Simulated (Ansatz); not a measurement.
# Hg: single points about a listed cell

A set of self-consistent runs on Hg under further strains and shifts, swapped elements, distortions that keep the symmetry, to map its energy surface near the listed cell.

Computed with Ansatz 0.2.0 (DFT PBE, scalar-relativistic, plane waves, PAW, unless a step's input says otherwise).

1 further run of the same task is left out (set aside as unsound or not needed).

### 1 Starting point

Symmetry: P6/mmm, No. 191, hexagonal system. Conventional cell: a = 4.540 Å, b = 4.540 Å, c = 3.870 Å, α = 90.00°, β = 90.00°, γ = 120.00°. Hg (site symmetry -6m2) has 3 Hg at 2.62 Å as nearest neighbours. Hg (site symmetry 6/mmm) is surrounded by 12 Hg at 3.26 Å.

Coordinates:

```cif
data_structure
_symmetry_space_group_name_H-M 'P6/mmm'
_symmetry_Int_Tables_number 191
_cell_length_a 4.5400
_cell_length_b 4.5400
_cell_length_c 3.8700
_cell_angle_alpha 90.000
_cell_angle_beta 90.000
_cell_angle_gamma 120.000
_cell_volume 69.08
loop_
_atom_site_label
_atom_site_type_symbol
_atom_site_symmetry_multiplicity
_atom_site_Wyckoff_symbol
_atom_site_fract_x
_atom_site_fract_y
_atom_site_fract_z
_atom_site_occupancy
Hg1 Hg 2 d 0.33333 0.66667 0.50000 1
Hg2 Hg 1 a 0.00000 0.00000 0.00000 1
```

The structure comes from the Crystallography Open Database.

### 2 A change within the space group

The change: strain xx, yy, zz, yz, xz, xy = +4.8, +4.8, -1.2, +0.0, +0.0, +0.0 %.

Input file input.yaml:

```yaml
crystal:
  lattice:
    - [4.7565147172, 0.0, 0.0]
    - [-2.3782573586, 4.1192625785, 0.0]
    - [0.0, 0.0, 3.8223603]
  atoms:
    - { symbol: Hg, position: [0.3333333333, 0.6666666667, 0.5] }
    - { symbol: Hg, position: [0.0, 0.0, 0.0] }
    - { symbol: Hg, position: [0.6666666667, 0.3333333333, 0.5] }
basis:
  ecutwfc: 420
kpoints:
  mp_grid: { grid: [12, 12, 12] }
hamiltonian:
  xc: pbe
scf:
  occupations: { method: gaussian, width: 0.1 }
output:
  forces: true
  stress: true
  eigenvalues: true
  populations: true
```

Launch:

```
ansatz run input.yaml --threads 1 --pin off --max-ram 1331MiB --backend cpu --events-out ev --progress --plain --runs-dir out
```

What it wrote, cut to the lines that bear on the results:

```text
Warning: RAYON_NUM_THREADS=1 ignored (pool sized by the plan → 1); use --threads N
[...]
Pseudopotentials: kind: paw
Pseudopotential: Hg, paw, valence charge 20, recommended cutoff 420 eV (normal), Hg.paw.azcp
Functional definition: PBE
[...]
Crystal: 3 atoms, lattice volume = 74.893 Å³
Basis set: ecut = 420 eV, 1423 PW (Γ), exchange–correlation on 64×64×54 points (8 copies of the dense FFT grid, shifted against one another)
Bands: 36, of which v1, the nominal top of the filled ones, is band 30 counted from 1 (29 counted from 0)
Symmetry: 24 space group operations
Space group: P6/mmm (ITA 191), of the structure as read, at distance tolerance 4.2e-5 Å
k-points: 133 of 1728
[...]
SCF iter   1: F=—  HF=-41439.931938 eV  |F-HF|=—  |Δ(HF+E_count)|=         —  Δρ=1.44e-3  dr2=1.95e-3  ethr=1.77e-3  ⟨swp⟩=6.1  Hψ=17491  notcnv=0  defer=4
[...]
SCF iter   7: F=-41439.933923 eV  HF=-41439.933923 eV  |F-HF|=6.91e-9  |Δ(HF+E_count)|=   2.29e-9  Δρ=2.91e-6  dr2=1.61e-8  ethr=1.67e-10  ⟨swp⟩=4.6  Hψ=16711  notcnv=0
[...]
SCF converged after 7 iterations
Free energy (F): -41439.933923 eV
[...]
E sigma→0 (E₀):  -41439.931754 eV
Entropy (-TS):   -0.004338 eV (-1.446 meV/atom)
Fermi energy:    13.913662 eV
[...]
--- Forces (eV/Å), atoms counted from 1 ---
  atom   1  Hg     0.00000000    -0.00000000     0.00000000
  atom   2  Hg     0.00000000     0.00000000     0.00000000
  atom   3  Hg    -0.00000000     0.00000000     0.00000000
[...]
--- Stress (GPa, compression-positive) ---
        8.346287       0.000000       0.000000
        0.000000       8.346287       0.000000
        0.000000       0.000000       1.949591
  P = ⅓ Tr σ = 6.2141 GPa (62.141 kbar)
--- Band table (eV; the first three rows and the last of 133) ---
[...]
--- Löwdin populations: 3 sites ---
  site symbol       q [e]
     0     Hg     19.6572
     1     Hg     19.8103
     2     Hg     19.6572
  spilling = 0.014590 (of n_electrons = 60.000000)
```

Run time: 42 s. Hardware: 1 thread of an x86-64 CPU, shared host; peak memory 0.5 GiB.

Per atom:

```
atom  Löwdin electrons
 Hg1             19.66
 Hg2             19.81
 Hg3             19.66
```

The Löwdin counts miss 0.88 of the 60 electrons, which the atomic orbitals do not span, so they are no charges.

### 3 A change within a subgroup

What differs from the listed cell: strain xx, yy, zz, yz, xz, xy = +2.4, -9.2, -3.9, +0.0, +0.0, +0.0 %; atoms moved by 0.25 Å root mean square, at most 0.34 Å.

Input file input.yaml:

```yaml
crystal:
  lattice:
    - [4.6497338696, 0.0, 0.0]
    - [-2.3248669348, 3.568344776, 0.0]
    - [0.0, 0.0, 3.7181799]
  atoms:
    - { symbol: Hg, position: [0.2896068257, 0.5792136515, 0.5] }
    - { symbol: Hg, position: [0.0128007158, 0.0256014316, 0.0] }
    - { symbol: Hg, position: [0.6975924585, 0.3951849169, 0.5] }
basis:
  ecutwfc: 420
kpoints:
  mp_grid: { grid: [10, 10, 10] }
hamiltonian:
  xc: pbe
scf:
  occupations: { method: gaussian, width: 0.1 }
output:
  forces: true
  stress: true
  eigenvalues: true
```

Launch:

```
ansatz run input.yaml --threads 1 --pin off --max-ram 1331MiB --backend cpu --events-out ev --progress --plain --runs-dir out
```

What it wrote, cut to the lines that bear on the results:

```text
Warning: RAYON_NUM_THREADS=1 ignored (pool sized by the plan → 1); use --threads N
[...]
Pseudopotentials: kind: paw
Pseudopotential: Hg, paw, valence charge 20, recommended cutoff 420 eV (normal), Hg.paw.azcp
Functional definition: PBE
[...]
Crystal: 3 atoms, lattice volume = 61.691 Å³
Basis set: ecut = 420 eV, 1197 PW (Γ), exchange–correlation on 64×60×50 points (8 copies of the dense FFT grid, shifted against one another)
Bands: 36, of which v1, the nominal top of the filled ones, is band 30 counted from 1 (29 counted from 0)
Symmetry: 4 space group operations
Space group: Amm2 (ITA 38), of the structure as read, at distance tolerance 4.0e-5 Å
k-points: 186 of 1000 (time reversal used)
[...]
SCF iter   1: F=—  HF=-41437.921306 eV  |F-HF|=—  |Δ(HF+E_count)|=         —  Δρ=2.45e-3  dr2=3.33e-3  ethr=1.77e-3  ⟨swp⟩=6.0  Hψ=24723  notcnv=0  defer=5
[...]
SCF iter   6: F=-41437.924484 eV  HF=-41437.924484 eV  |F-HF|=1.21e-9  |Δ(HF+E_count)|=   6.76e-8  Δρ=7.87e-6  dr2=4.28e-8  ethr=1.67e-10  ⟨swp⟩=7.7  Hψ=27983  notcnv=0
[...]
SCF converged after 6 iterations
Free energy (F): -41437.924484 eV
[...]
E sigma→0 (E₀):  -41437.922263 eV
Entropy (-TS):   -0.004443 eV (-1.481 meV/atom)
Fermi energy:    18.205326 eV
[...]
--- Forces (eV/Å), atoms counted from 1 ---
  atom   1  Hg     0.00000000     3.36394283     0.00000000
  atom   2  Hg     0.00000000    -1.20864526     0.00000000
  atom   3  Hg     0.00000000    -2.15529567     0.00000000
[...]
--- Stress (GPa, compression-positive) ---
       56.490292       0.000000       0.000000
        0.000000      23.825038       0.000000
        0.000000       0.000000      18.612724
  P = ⅓ Tr σ = 32.9760 GPa (329.760 kbar)
--- Band table (eV; the first three rows and the last of 186) ---
[...]
```

Wall time 60 s (1 thread of an x86-64 CPU, shared host); peak memory 0.59 GiB.

Sizes of the forces (eV/Å): Hg1 3.36, Hg2 1.21, Hg3 2.16.

### 4 A distortion that keeps the symmetry

What differs from the listed cell: strain xx, yy, zz, yz, xz, xy = +1.1, +1.1, +4.1, +0.0, +0.0, +0.0 %.

Input file input.yaml:

```yaml
crystal:
  lattice:
    - [4.5907138434, 0.0, 0.0]
    - [-2.2953569217, 3.9756748098, 0.0]
    - [0.0, 0.0, 4.0293279]
  atoms:
    - { symbol: Hg, position: [0.3333333333, 0.6666666667, 0.5] }
    - { symbol: Hg, position: [0.0, 0.0, 0.0] }
    - { symbol: Hg, position: [0.6666666667, 0.3333333333, 0.5] }
basis:
  ecutwfc: 420
kpoints:
  mp_grid: { grid: [12, 12, 12] }
hamiltonian:
  xc: pbe
scf:
  occupations: { method: gaussian, width: 0.1 }
output:
  forces: true
  stress: true
  eigenvalues: true
  populations: true
```

Launch:

```
ansatz run input.yaml --threads 1 --pin off --max-ram 1331MiB --backend cpu --events-out ev --progress --plain --runs-dir out
```

What it wrote, cut to the lines that bear on the results:

```text
Warning: RAYON_NUM_THREADS=1 ignored (pool sized by the plan → 1); use --threads N
[...]
Pseudopotentials: kind: paw
Pseudopotential: Hg, paw, valence charge 20, recommended cutoff 420 eV (normal), Hg.paw.azcp
Functional definition: PBE
[...]
Crystal: 3 atoms, lattice volume = 73.540 Å³
Basis set: ecut = 420 eV, 1471 PW (Γ), exchange–correlation on 64×64×54 points (8 copies of the dense FFT grid, shifted against one another)
Bands: 36, of which v1, the nominal top of the filled ones, is band 30 counted from 1 (29 counted from 0)
Symmetry: 24 space group operations
Space group: P6/mmm (ITA 191), of the structure as read, at distance tolerance 4.2e-5 Å
k-points: 133 of 1728
[...]
SCF iter   1: F=—  HF=-41439.630528 eV  |F-HF|=—  |Δ(HF+E_count)|=         —  Δρ=1.47e-3  dr2=2.52e-3  ethr=1.77e-3  ⟨swp⟩=6.1  Hψ=17514  notcnv=0  defer=4
[...]
SCF iter   7: F=-41439.632686 eV  HF=-41439.632686 eV  |F-HF|=1.04e-8  |Δ(HF+E_count)|=   5.57e-8  Δρ=4.77e-6  dr2=3.22e-8  ethr=1.67e-10  ⟨swp⟩=8.1  Hψ=19824  notcnv=0
[...]
SCF converged after 7 iterations
Free energy (F): -41439.632686 eV
[...]
E sigma→0 (E₀):  -41439.630223 eV
Entropy (-TS):   -0.004925 eV (-1.642 meV/atom)
Fermi energy:    14.340614 eV
[...]
--- Forces (eV/Å), atoms counted from 1 ---
  atom   1  Hg     0.00000000    -0.00000000     0.00000000
  atom   2  Hg    -0.00000000    -0.00000000     0.00000000
  atom   3  Hg     0.00000000     0.00000000     0.00000000
[...]
--- Stress (GPa, compression-positive) ---
       13.303021      -0.000000       0.000000
       -0.000000      13.303021       0.000000
        0.000000       0.000000       2.007645
  P = ⅓ Tr σ = 9.5379 GPa (95.379 kbar)
--- Band table (eV; the first three rows and the last of 133) ---
[...]
--- Löwdin populations: 3 sites ---
  site symbol       q [e]
     0     Hg     19.6234
     1     Hg     19.7919
     2     Hg     19.6234
  spilling = 0.016021 (of n_electrons = 60.000000)
```

Run time: 37 s. Hardware: 1 thread of an x86-64 CPU, shared host; peak memory 0.5 GiB.

Per atom:

```
atom  Löwdin electrons
 Hg1             19.62
 Hg2             19.79
 Hg3             19.62
```

The Löwdin counts miss 0.96 of the 60 electrons, which the atomic orbitals do not span, so they are no charges.

### 5 One element swapped, cell strained: Hg → Cd, first probe

What differs from the listed cell: Cd takes all sites of Hg, and lengths are scaled by 1.055 as a first guess of the size; strain xx, yy, zz, yz, xz, xy = +2.7, +2.7, +2.7, +0.0, +0.0, +0.0 %.

Input file input.yaml:

```yaml
crystal:
  lattice:
    - [4.9158035772, 0.0, 0.0]
    - [-2.4579017886, 4.2572107778, 0.0]
    - [0.0, 0.0, 4.1903417127]
  atoms:
    - { symbol: Cd, position: [0.3333333333, 0.6666666667, 0.5] }
    - { symbol: Cd, position: [0.0, 0.0, 0.0] }
    - { symbol: Cd, position: [0.6666666667, 0.3333333333, 0.5] }
basis:
  ecutwfc: 420
kpoints:
  mp_grid: { grid: [6, 6, 4] }
hamiltonian:
  xc: pbe
scf:
  occupations: { method: gaussian, width: 0.1 }
output:
  forces: true
  stress: true
  eigenvalues: true
```

Launch:

```
ansatz run input.yaml --threads 1 --pin off --max-ram 1331MiB --backend cpu --events-out ev --progress --plain --runs-dir out
```

What it wrote, cut to the lines that bear on the results:

```text
[...]
SCF converged after 7 iterations
Free energy (F): -24762.806271 eV
[...]
E sigma→0 (E₀):  -24762.799983 eV
Entropy (-TS):   -0.012576 eV (-4.192 meV/atom)
Fermi energy:    9.677788 eV
[...]
--- Forces (eV/Å), atoms counted from 1 ---
  atom   1  Cd     0.00000000    -0.00000000     0.00000000
  atom   2  Cd    -0.00000000     0.00000000     0.00000000
  atom   3  Cd     0.00000000     0.00000000     0.00000000
[...]
--- Stress (GPa, compression-positive) ---
       -1.751931       0.000000       0.000000
       -0.000000      -1.751931       0.000000
        0.000000       0.000000      -2.821394
  P = ⅓ Tr σ = -2.1084 GPa (-21.084 kbar)
--- Band table (eV; the first three rows and the last of 21) ---
[...]
```

Wall time 7.4 s (1 thread of an x86-64 CPU, shared host); peak memory 0.37 GiB.

### 6 Substitution of an element, cell strained: Hg → Cd

input.yaml: that of step 5 with these lines changed.

```diff
@@ -12,3 +12,3 @@
 kpoints:
-  mp_grid: { grid: [6, 6, 4] }
+  mp_grid: { grid: [12, 12, 10] }
 hamiltonian:
```

Launch:

```
ansatz run input.yaml --threads 1 --pin off --max-ram 1331MiB --backend cpu --events-out ev --progress --plain --runs-dir out
```

What it wrote, cut to the lines that bear on the results:

```text
Warning: RAYON_NUM_THREADS=1 ignored (pool sized by the plan → 1); use --threads N
[...]
Pseudopotentials: kind: paw
Pseudopotential: Cd, paw, valence charge 20, recommended cutoff 420 eV (normal), Cd.paw.azcp
Functional definition: PBE
[...]
Crystal: 3 atoms, lattice volume = 87.694 Å³
Basis set: ecut = 420 eV, 1713 PW (Γ), exchange–correlation on 72×72×60 points (8 copies of the dense FFT grid, shifted against one another)
Bands: 36, of which v1, the nominal top of the filled ones, is band 30 counted from 1 (29 counted from 0)
Symmetry: 24 space group operations
Space group: P6/mmm (ITA 191), of the structure as read, at distance tolerance 4.4e-5 Å
k-points: 114 of 1440
[...]
SCF iter   1: F=—  HF=-24762.850739 eV  |F-HF|=—  |Δ(HF+E_count)|=         —  Δρ=9.26e-4  dr2=8.98e-4  ethr=1.77e-3  ⟨swp⟩=6.0  Hψ=15056  notcnv=0
[...]
SCF iter   7: F=-24762.852105 eV  HF=-24762.852105 eV  |F-HF|=1.16e-8  |Δ(HF+E_count)|=   2.83e-8  Δρ=6.70e-6  dr2=3.88e-8  ethr=1.67e-10  ⟨swp⟩=7.1  Hψ=14619  notcnv=0
[...]
SCF converged after 7 iterations
Free energy (F): -24762.852105 eV
[...]
E sigma→0 (E₀):  -24762.849710 eV
Entropy (-TS):   -0.004790 eV (-1.597 meV/atom)
Fermi energy:    9.717939 eV
[...]
--- Forces (eV/Å), atoms counted from 1 ---
  atom   1  Cd    -0.00000000    -0.00000000     0.00000000
  atom   2  Cd     0.00000000    -0.00000000     0.00000000
  atom   3  Cd    -0.00000000     0.00000000     0.00000000
[...]
--- Stress (GPa, compression-positive) ---
       -1.238777      -0.000000       0.000000
       -0.000000      -1.238777       0.000000
        0.000000       0.000000      -3.790685
  P = ⅓ Tr σ = -2.0894 GPa (-20.894 kbar)
--- Band table (eV; the first three rows and the last of 114) ---
[...]
```

Run time: 30 s. Hardware: 1 thread of an x86-64 CPU, shared host; peak memory 0.52 GiB.

### 7 A change within a subgroup

The change: strain xx, yy, zz, yz, xz, xy = -4.0, -4.0, -2.5, +0.0, +0.0, +0.0 %; atoms moved by 0.15 Å root mean square, at most 0.18 Å.

Input file input.yaml:

```yaml
crystal:
  lattice:
    - [4.3583565399, 0.0, 0.0]
    - [-2.17917827, 3.7744474823, 0.0]
    - [0.0, 0.0, 3.7732113]
  atoms:
    - { symbol: Hg, position: [0.3333333333, 0.6666666667, 0.4525292686] }
    - { symbol: Hg, position: [0.0, 0.0, 0.0] }
    - { symbol: Hg, position: [0.6666666667, 0.3333333333, 0.5474707314] }
basis:
  ecutwfc: 420
kpoints:
  mp_grid: { grid: [12, 12, 12] }
hamiltonian:
  xc: pbe
scf:
  occupations: { method: gaussian, width: 0.1 }
output:
  forces: true
  stress: true
  eigenvalues: true
```

Launch:

```
ansatz run input.yaml --threads 1 --pin off --max-ram 1331MiB --backend cpu --events-out ev --progress --plain --runs-dir out
```

What it wrote, cut to the lines that bear on the results:

```text
Warning: RAYON_NUM_THREADS=1 ignored (pool sized by the plan → 1); use --threads N
[...]
Pseudopotentials: kind: paw
Pseudopotential: Hg, paw, valence charge 20, recommended cutoff 420 eV (normal), Hg.paw.azcp
Functional definition: PBE
[...]
Crystal: 3 atoms, lattice volume = 62.071 Å³
Basis set: ecut = 420 eV, 1195 PW (Γ), exchange–correlation on 60×60×54 points (8 copies of the dense FFT grid, shifted against one another)
Bands: 36, of which v1, the nominal top of the filled ones, is band 30 counted from 1 (29 counted from 0)
Symmetry: 12 space group operations
Space group: P-3m1 (ITA 164), of the structure as read, at distance tolerance 4.0e-5 Å
k-points: 193 of 1728
[...]
SCF iter   1: F=—  HF=-41438.674506 eV  |F-HF|=—  |Δ(HF+E_count)|=         —  Δρ=1.87e-3  dr2=2.36e-3  ethr=1.77e-3  ⟨swp⟩=6.1  Hψ=25374  notcnv=0  defer=8
[...]
SCF iter   6: F=-41438.677051 eV  HF=-41438.677051 eV  |F-HF|=2.90e-8  |Δ(HF+E_count)|=   8.70e-9  Δρ=9.25e-6  dr2=9.04e-8  ethr=1.67e-10  ⟨swp⟩=6.4  Hψ=30263  notcnv=0
[...]
SCF converged after 6 iterations
Free energy (F): -41438.677051 eV
[...]
E sigma→0 (E₀):  -41438.674179 eV
Entropy (-TS):   -0.005743 eV (-1.914 meV/atom)
Fermi energy:    17.939164 eV
[...]
--- Forces (eV/Å), atoms counted from 1 ---
  atom   1  Hg    -0.00000000     0.00000000    -0.94180923
  atom   2  Hg    -0.00000000     0.00000000     0.00000000
  atom   3  Hg     0.00000000    -0.00000000     0.94180923
[...]
--- Stress (GPa, compression-positive) ---
       32.640261      -0.000000       0.000000
       -0.000000      32.640261      -0.000000
        0.000000      -0.000000      11.075404
  P = ⅓ Tr σ = 25.4520 GPa (254.520 kbar)
--- Band table (eV; the first three rows and the last of 193) ---
[...]
```

Run time: 37 s. Hardware: 1 thread of an x86-64 CPU, shared host; peak memory 0.55 GiB.

Sizes of the forces (eV/Å): Hg1 0.94, Hg2 0.00, Hg3 0.94.

### 8 A distortion of lower symmetry

What differs from the listed cell: strain xx, yy, zz, yz, xz, xy = +4.0, +4.0, -2.0, +0.0, +0.0, +0.0 %; atoms moved by 0.06 Å root mean square, at most 0.07 Å.

Input file input.yaml:

```yaml
crystal:
  lattice:
    - [4.7210119014, 0.0, 0.0]
    - [-2.3605059507, 4.0885162381, 0.0]
    - [0.0, 0.0, 3.7920969]
  atoms:
    - { symbol: Hg, position: [0.3333333333, 0.6666666667, 0.4810117074] }
    - { symbol: Hg, position: [0.0, 0.0, 0.0] }
    - { symbol: Hg, position: [0.6666666667, 0.3333333333, 0.5189882926] }
basis:
  ecutwfc: 420
kpoints:
  mp_grid: { grid: [12, 12, 12] }
hamiltonian:
  xc: pbe
scf:
  occupations: { method: gaussian, width: 0.1 }
output:
  forces: true
  stress: true
  eigenvalues: true
```

Launch:

```
ansatz run input.yaml --threads 1 --pin off --max-ram 1331MiB --backend cpu --events-out ev --progress --plain --runs-dir out
```

What it wrote, cut to the lines that bear on the results:

```text
Warning: RAYON_NUM_THREADS=1 ignored (pool sized by the plan → 1); use --threads N
[...]
Pseudopotentials: kind: paw
Pseudopotential: Hg, paw, valence charge 20, recommended cutoff 420 eV (normal), Hg.paw.azcp
Functional definition: PBE
[...]
Crystal: 3 atoms, lattice volume = 73.195 Å³
Basis set: ecut = 420 eV, 1423 PW (Γ), exchange–correlation on 64×64×54 points (8 copies of the dense FFT grid, shifted against one another)
Bands: 36, of which v1, the nominal top of the filled ones, is band 30 counted from 1 (29 counted from 0)
Symmetry: 12 space group operations
Space group: P-3m1 (ITA 164), of the structure as read, at distance tolerance 4.2e-5 Å
k-points: 193 of 1728
[...]
SCF iter   1: F=—  HF=-41439.870993 eV  |F-HF|=—  |Δ(HF+E_count)|=         —  Δρ=1.44e-3  dr2=2.04e-3  ethr=1.77e-3  ⟨swp⟩=5.9  Hψ=25296  notcnv=0  defer=5
[...]
SCF iter   7: F=-41439.872957 eV  HF=-41439.872957 eV  |F-HF|=6.85e-9  |Δ(HF+E_count)|=  8.29e-10  Δρ=2.78e-6  dr2=1.50e-8  ethr=1.67e-10  ⟨swp⟩=4.5  Hψ=23912  notcnv=0
[...]
SCF converged after 7 iterations
Free energy (F): -41439.872957 eV
[...]
E sigma→0 (E₀):  -41439.870267 eV
Entropy (-TS):   -0.005380 eV (-1.793 meV/atom)
Fermi energy:    14.356563 eV
[...]
--- Forces (eV/Å), atoms counted from 1 ---
  atom   1  Hg    -0.00000000     0.00000000    -0.13668421
  atom   2  Hg     0.00000000     0.00000000     0.00000000
  atom   3  Hg     0.00000000    -0.00000000     0.13668421
[...]
--- Stress (GPa, compression-positive) ---
        9.606222       0.000000       0.000000
       -0.000000       9.606222       0.000000
        0.000000       0.000000       2.572868
  P = ⅓ Tr σ = 7.2618 GPa (72.618 kbar)
--- Band table (eV; the first three rows and the last of 193) ---
[...]
```

Wall time 48 s (1 thread of an x86-64 CPU, shared host); peak memory 0.59 GiB.

### 9 Summary of results

```
step                                                case  energy (meV/atom)  pressure (GPa)  largest force (eV/Å)  gap on the mesh (eV)
   2                     a change within the space group               +0.0             6.2                  0.00                  0.00
   3                          a change within a subgroup            +669.8*            33.0                  3.36                  0.00
   4                a distortion that keeps the symmetry             +100.5             9.5                  0.00                  0.00
   6  substitution of an element, cell strained: Hg → Cd                n/a            -2.1                  0.00                  0.00
   7                          a change within a subgroup             +419.2            25.5                  0.94                  0.00
   8                      a distortion of lower symmetry              +20.5             7.3                  0.14                  0.00
```

Energies are counted from step 2, with the smearing taken to zero; a star marks another k mesh, which can shift energies by itself, so starred rows don't rank against the others. Other atoms or functionals have another zero of energy (n/a). A gap of 0.00 means none on the mesh at this level.

Among the distorted cells of the listed formula and level the largest force, 3.36 eV/Å, acts on Hg1 in step 3. The pressure is 33.0 GPa in the smallest cell and 6.2 GPa in the largest; between them shape and moved atoms count too. The distorted cells of the listed formula and level show no gap on the mesh. Spin-orbit coupling is left out for Hg.
